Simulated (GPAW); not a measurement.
# Nb (Im-3m) in GPAW: equation of state

How stiff is Nb in PBE, and what volume does it want? The cell is scaled to several volumes.

Program: GPAW 26.7.0. These are calculated values, not measurements. Logs are shortened: lines on timing, memory, paths and dates and some standing lists are left out, and cuts for length are marked. The log counts tension as positive stress, the text compression.

**Experimental background.**

“Pressure effects on the electronic structure and superconductivity of (TaNb)0.67(HfZrTi)0.33 high entropy alloy”, 2019, arxiv:1910.08312 quotes, for a bulk crystal of Nb: bulk modulus 169 GPa.

The runs below are set against these values where they give the same quantity.

### 1 The crystal as given

It takes space group Im-3m (No. 229, cubic). Conventional cell: a = 3.328 Å, b = 3.328 Å, c = 3.328 Å, α = 90.00°, β = 90.00°, γ = 90.00°. Nb (site symmetry m-3m) has 8 Nb at 2.88 Å as nearest neighbours.

### 2 Equation of state, PBE

The input, run.py:

```python
from ase.eos import EquationOfState
from ase.io import Trajectory, read
from ase.units import GPa
from gpaw import GPAW, PW

atoms = read('Nb.xyz')

traj = Trajectory('eos.traj', 'w')
volumes, energies = [], []
for x in [0.94, 0.96, 0.98, 1.0, 1.02, 1.04, 1.06]:
    a = atoms.copy()
    a.set_cell(atoms.cell * x**(1 / 3), scale_atoms=True)
    calc = GPAW(mode=PW(600),
                xc='PBE',
                kpts={'size': (11, 11, 11), 'gamma': True},
                occupations={'name': 'fermi-dirac', 'width': 0.05},
                nbands=15,
                convergence={'density': 1e-05, 'energy': 1e-05},
                maxiter=150,
                txt=f'eos-{x:.2f}.txt')
    a.calc = calc
    energies.append(a.get_potential_energy(force_consistent=True))
    volumes.append(a.get_volume())
    p = -a.get_stress()[:3].mean() / GPa
    calc.write(f'eos-{x:.2f}.gpw')
    traj.write(a)
    print(f'{x:.2f} {volumes[-1]:10.4f} A^3 {energies[-1]:14.6f} eV {p:9.3f} GPa', flush=True)

v0, e0, B = EquationOfState(volumes, energies, eos='birchmurnaghan').fit()
print(f'V0 = {v0:.4f} A^3, E0 = {e0:.6f} eV, B0 = {B / GPa:.2f} GPa')
```

The input, Nb.xyz:

```xyz
1
Lattice="-1.6639500000 1.6639500000 1.6639500000 1.6639500000 -1.6639500000 1.6639500000 1.6639500000 1.6639500000 -1.6639500000" Properties=species:S:1:pos:R:3 pbc="T T T"
Nb     0.0000000000      0.0000000000      0.0000000000
```

Potentials or basis: GPAW PAW data sets (gpaw-data 1.2.1), pw.

Command:

```console
$ OMP_NUM_THREADS=1 python run.py
```

Output:

```text
__  _  _
 | _ |_)|_||  |
 |__||  | ||/\| - 26.7.0

Input parameters:
  mode=PW(ecut=600.0),
  convergence={'density': 1e-05, 'energy': 1e-05},
  kpts=MonkhorstPack(size=(11, 11, 11), gamma=True),
  maxiter=150,
  nbands=15,
  occupations=Occupations(name='fermi-dirac', width=0.05),
  xc=XC(name='PBE')

Diagonalizing LCAO Hamiltonian
Converting LCAO to pw mode

       Nb

Atoms  # Å, Bohr magnetons
|   | symbol |        x |        y |        z |    initial magnetic moments |
|---|--------|----------|----------|----------|-----------------------------|
| 0 |     Nb | 0.000000 | 0.000000 | 0.000000 | ( 0.0000,  0.0000,  0.0000) |

Unit cell  # Å
| periodic |         x |         y |         z |  lengths |     angles |
|----------|-----------|-----------|-----------|----------|------------|
|      yes | -1.629982 |  1.629982 |  1.629982 | 2.823212 | 109.471221 |
|      yes |  1.629982 | -1.629982 |  1.629982 | 2.823212 | 109.471221 |
|      yes |  1.629982 |  1.629982 | -1.629982 | 2.823212 | 109.471221 |

Number of symmetries: 48
Symmetry operations  # r_c * U_cc + t_c -> r_c
|    | kind |            matrix            |
|----|------|------------------------------|
|  0 |  σ   |  1, 1, 1,  0, 0,-1,  0,-1, 0 |
|  1 |  C4  |  1, 1, 1,  0, 0,-1, -1, 0, 0 |
|  2 |  C2  |  1, 1, 1,  0,-1, 0,  0, 0,-1 |
|  3 |  S6  |  1, 1, 1,  0,-1, 0, -1, 0, 0 |
|  4 |  S6  |  1, 1, 1, -1, 0, 0,  0, 0,-1 |
|  5 |  C4  |  1, 1, 1, -1, 0, 0,  0,-1, 0 |
|  6 |  E   |  1, 0, 0,  0, 1, 0,  0, 0, 1 |
|  7 |  σ   |  1, 0, 0,  0, 1, 0, -1,-1,-1 |
|  8 |  σ   |  1, 0, 0,  0, 0, 1,  0, 1, 0 |
|  9 |  C3  |  1, 0, 0,  0, 0, 1, -1,-1,-1 |
| 10 |  C3  |  1, 0, 0, -1,-1,-1,  0, 1, 0 |
| 11 |  σ   |  1, 0, 0, -1,-1,-1,  0, 0, 1 |
| 12 |  σ   |  0, 1, 0,  1, 0, 0,  0, 0, 1 |
| 13 |  C2  |  0, 1, 0,  1, 0, 0, -1,-1,-1 |
| 14 |  C3  |  0, 1, 0,  0, 0, 1,  1, 0, 0 |
| 15 |  S4  |  0, 1, 0,  0, 0, 1, -1,-1,-1 |
| 16 |  S4  |  0, 1, 0, -1,-1,-1,  1, 0, 0 |
| 17 |  C3  |  0, 1, 0, -1,-1,-1,  0, 0, 1 |
| 18 |  C3  |  0, 0, 1,  1, 0, 0,  0, 1, 0 |
| 19 |  S4  |  0, 0, 1,  1, 0, 0, -1,-1,-1 |
| 20 |  σ   |  0, 0, 1,  0, 1, 0,  1, 0, 0 |
| 21 |  C3  |  0, 0, 1,  0, 1, 0, -1,-1,-1 |
| 22 |  C2  |  0, 0, 1, -1,-1,-1,  1, 0, 0 |
| 23 |  S4  |  0, 0, 1, -1,-1,-1,  0, 1, 0 |
| 24 |  C4  |  0, 0,-1,  1, 1, 1,  0,-1, 0 |
| 25 |  σ   |  0, 0,-1,  1, 1, 1, -1, 0, 0 |
| 26 |  S6  |  0, 0,-1,  0,-1, 0,  1, 1, 1 |
| 27 |  C2  |  0, 0,-1,  0,-1, 0, -1, 0, 0 |
| 28 |  C4  |  0, 0,-1, -1, 0, 0,  1, 1, 1 |
| 29 |  S6  |  0, 0,-1, -1, 0, 0,  0,-1, 0 |
| 30 |  S6  |  0,-1, 0,  1, 1, 1,  0, 0,-1 |
| 31 |  C4  |  0,-1, 0,  1, 1, 1, -1, 0, 0 |
| 32 |  C4  |  0,-1, 0,  0, 0,-1,  1, 1, 1 |
| 33 |  S6  |  0,-1, 0,  0, 0,-1, -1, 0, 0 |
| 34 |  σ   |  0,-1, 0, -1, 0, 0,  1, 1, 1 |
| 35 |  C2  |  0,-1, 0, -1, 0, 0,  0, 0,-1 |
| 36 |  C2  | -1, 0, 0,  1, 1, 1,  0, 0,-1 |
| 37 |  S6  | -1, 0, 0,  1, 1, 1,  0,-1, 0 |
| 38 |  S6  | -1, 0, 0,  0, 0,-1,  1, 1, 1 |
| 39 |  C2  | -1, 0, 0,  0, 0,-1,  0,-1, 0 |
| 40 |  C2  | -1, 0, 0,  0,-1, 0,  1, 1, 1 |
| 41 |  i   | -1, 0, 0,  0,-1, 0,  0, 0,-1 |
| 42 |  S4  | -1,-1,-1,  1, 0, 0,  0, 1, 0 |
| 43 |  C3  | -1,-1,-1,  1, 0, 0,  0, 0, 1 |
| 44 |  C3  | -1,-1,-1,  0, 1, 0,  1, 0, 0 |
| 45 |  σ   | -1,-1,-1,  0, 1, 0,  0, 0, 1 |
| 46 |  S4  | -1,-1,-1,  0, 0, 1,  1, 0, 0 |
| 47 |  C2  | -1,-1,-1,  0, 0, 1,  0, 1, 0 |

BZ-sampling:
  Number of BZ points: 1331
  Number of IBZ points: 56

  Monkhorst-Pack size: [11, 11, 11]
  Monkhorst-Pack shift: [0, 0, 0]

K-points  # in reciprocal-cell coordinates
|     |                                coordinates |     weight |
|-----|--------------------------------------------|------------|
|   0 | (  0.00000000,   0.00000000,   0.00000000) | 0.00075131 |
|   1 | (  0.09090909,   0.00000000,   0.00000000) | 0.00901578 |
|   2 | (  0.09090909,   0.09090909,  -0.09090909) | 0.00450789 |
|   3 | (  0.18181818,   0.00000000,  -0.09090909) | 0.01803156 |
|   4 | (  0.18181818,   0.00000000,   0.00000000) | 0.00901578 |
|   5 | (  0.18181818,   0.09090909,  -0.09090909) | 0.01803156 |
|   6 | (  0.18181818,   0.18181818,  -0.18181818) | 0.00450789 |
|   7 | (  0.27272727,  -0.09090909,  -0.09090909) | 0.00601052 |
|   8 | (  0.27272727,   0.00000000,  -0.09090909) | 0.03606311 |
|   9 | (  0.27272727,   0.00000000,   0.00000000) | 0.00901578 |
| ... |                                            |            |
|  55 | (  0.45454545,   0.45454545,   0.45454545) | 0.00601052 |

Plane wave coefficients: 603
Cutoff: 600.0 eV

Spin-components: 1 (collinear spins)
Bands:           15
Projectors:      6
Spin-degeneracy: 2
Datatype:        complex128

Density:
  Valence electrons: 13.0
  Components: 1
  Grid points: [16 16 16]
  Charge: 0.0  # |e|

Potential:
  Grid points: [16 16 16]

species:
  Nb:
    name:    Niobium
    Z:       41.0
    valence: 13
    core:    28
    charge:  0.0  # [|e|]
    compensation charges:
      type: gauss
      rc: 0.40  # [Å]
      lmax: 2
    cutoffs:
      filter: 2.35  # [Å]
      core: 1.51  # [Å]
    projectors
    | kind |    occ | energy [eV] | rcut [Å] |
    |------|--------|-------------|----------|
    |   4s |  2.000 |     -58.361 |    1.323 |
    |   5s |  1.000 |      -3.980 |    1.323 |
    |   4p |  6.000 |     -34.526 |    1.323 |
    |   5p |  0.000 |      -1.111 |    1.323 |
    |   4d |  4.000 |      -3.041 |    1.244 |
    |    d |        |      24.171 |    1.244 |

    Using partial waves for Nb as LCAO basis

Reference energy: -103906.147789  # eV

eigensolver:
  PPCG
  Converge bands: occupied
  niter=2

density mixing:
  MSR1-Mixer
  Pratt-step length: 0.05
  Maximum mixing coefficient: 0.75
  Old densities: 10
  SVD Regularization: 0.005
  Good broyden scale: 1.0
  Trust region scale: 1.0
  Backstep threshold: 4.0
  History deletion threshold: 6.0
  Fourier metric: weight=20.0, sigma=0.015

occupation numbers:
  Fermi-Dirac:
    width: 0.0500  # eV

poisson solver:
  ecut: 4800.0  # eV

xc functional:
  name: PBE with 2 nearest neighbor stencil

convergence criteria:
- Maximum integral of absolute [dens]ity change: 1e-05 electrons / valence electron
- Maximum [total energy] change in last 3 cyles: 1e-05 eV / valence electron
- Maximum integral of absolute [eigenst]ate change: 4e-08 eV^2 / valence electron
maximum number of iterations: 150

SCF iterations
|iter     | |      energy | eigst |  dens |
|---------|-|-------------|-------|-------|
|iter:   1| |  -10.911111 | +0.02 |       |
|iter:   2| |  -10.811219 | -2.67 | -1.03 |
|iter:   3| |  -10.324610 | -1.58 | -1.07 |
|iter:   4| |  -10.324531 | -3.12 | -1.82 |
|iter:   5| |  -10.325348 | -4.25 | -2.17 |
|iter:   6| |  -10.325351 | -6.10 | -3.48 |
|iter:   7| |  -10.325353c| -7.16 | -3.94 |
|iter:   8| |  -10.325353c| -8.48c| -5.12c|

Converged in 8 steps
Energy contributions relative to reference atoms: (reference = -103906.147789)

Energy contributions:
  Kinetic:           2.153104
  Coulomb:          -5.963864
  Zero:             -0.043793
  External:          0.000000
  Xc:               -6.462949
  Entropy:          -0.015702
  Spinorbit:         0.000000
  ----------------------------
  Free energy:     -10.333204
  Extrapolated:    -10.325353

dipole moment: (-5.962549, -5.962549, -5.962549)  # |e|*Ang

Fermi level: 11.864
Eigenvalues  # (at kpt = [0.000, 0.000, 0.000])
| band index |      eig [eV] | occ [0-2] |
|------------|---------------|-----------|
|          0 |       -42.421 |     2.000 |
|          1 |       -17.683 |     2.000 |
|          2 |       -17.683 |     2.000 |
|          3 |       -17.683 |     2.000 |
|          4 |         5.944 |     2.000 |
|          5 |        12.258 |     0.001 |
|          6 |        12.258 |     0.001 |
|          7 |        12.258 |     0.001 |
|          8 |        15.280 |     0.000 |
|          9 |        15.280 |     0.000 |
|         10 |        26.455 |     0.000 |
|         11 |        26.455 |     0.000 |
|         12 |        26.455 |     0.000 |
|        ... |               |           |
|         14 |        37.419 |     0.000 |

No gap
No difference between direct/indirect transitions

Stress tensor  # eV/Ang^3
|         x |         y |         z |
|-----------|-----------|-----------|
| -0.052373 |  0.000000 | -0.000000 |
|  0.000000 | -0.052373 |  0.000000 |
| -0.000000 |  0.000000 | -0.052373 |

# Writing to eos-0.94.gpw (mode='')
```

stdout:

```text
0.94    17.3224 A^3     -10.333204 eV     8.391 GPa
0.96    17.6910 A^3     -10.348043 eV     4.382 GPa
0.98    18.0595 A^3     -10.353934 eV     0.679 GPa
1.00    18.4281 A^3     -10.351631 eV    -2.730 GPa
1.02    18.7967 A^3     -10.341831 eV    -5.848 GPa
1.04    19.1652 A^3     -10.325176 eV    -8.686 GPa
1.06    19.5338 A^3     -10.302293 eV   -11.260 GPa
V0 = 18.1351 A^3, E0 = -10.354103 eV, B0 = 171.90 GPa
```

It took 1.9 min on 1 thread of Intel Xeon Platinum 8259CL at 2.50GHz (Skylake/Cascade Lake), shared host; peak memory 0.2 GiB.

Results:

* Equilibrium volume: 18.14 Å³/atom
* Bulk modulus: 172 GPa
* Pressure derivative of the bulk modulus: 3.4

Energy against volume, from the lowest point:
| volume (Å³/atom) | energy (meV/atom) |
| --- | --- |
| 17.322 | 20.73 |
| 17.691 | 5.89 |
| 18.060 | 0.00 |
| 18.428 | 2.30 |
| 18.797 | 12.10 |
| 19.165 | 28.76 |
| 19.534 | 51.64 |

### 3 Comparison with measurements

Step 2. Against the measured bulk modulus of Nb, 169 GPa (quoted in “Pressure effects on the electronic structure and superconductivity of (TaNb)0.67(HfZrTi)0.33 high entropy alloy”, 2019, arxiv:1910.08312), the calculated 172 GPa is off by +1.7 %. The fit is for a static lattice scaled at fixed shape and fixed fractional positions.
